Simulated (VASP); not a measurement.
Ga under changes of volume

One of the cells (18.073 Å³/atom); the others are scaled copies at fixed shape and fractional positions:

```
Ga
1.0
    -1.39357    1.39357    2.32653
     1.39357   -1.39357    2.32653
     1.39357    1.39357   -2.32653
Ga
1
Direct
  0.00000 0.00000 0.00000
```

This isn't the form of Ga at room conditions, which is orthorhombic.

* Program: VASP 6.6.1
* Functional: PBE
* Potentials or basis: VASP PAW PBE potentials, release 64 (Ga_d)
* Cutoff: 520 eV
* k mesh: 13 × 13 × 13
* Occupations: fermi-dirac, width 0.05 eV
* Spin: no spin polarisation

```csv
volume (Å³/atom),energy over the lowest point (meV/atom),pressure (GPa)
16.655,?,?
17.010,34.04,6.7
17.364,21.08,5.0
18.073,5.14,2.3
18.427,1.40,1.2
18.781,0.00,0.2
```

What does the run at 16.655 Å³/atom give?

Energy over the lowest point 50.84 meV/atom; pressure 8.5 GPa.

Worked out: A Birch-Murnaghan fit of order 3 (a polynomial in V^(-2/3)) to the other rows has its minimum at 18.84 Å³/atom, just outside them, with B0 = V·E''(V) = 49 GPa and B' = 6.0 at fixed shape and positions, which overstates the stiffness. It gives 51.01 meV/atom at 16.655 Å³/atom, against the run's 50.84, and -dE/dV = 8.6 GPa, against 8.5.

Energies are extrapolated to zero smearing.
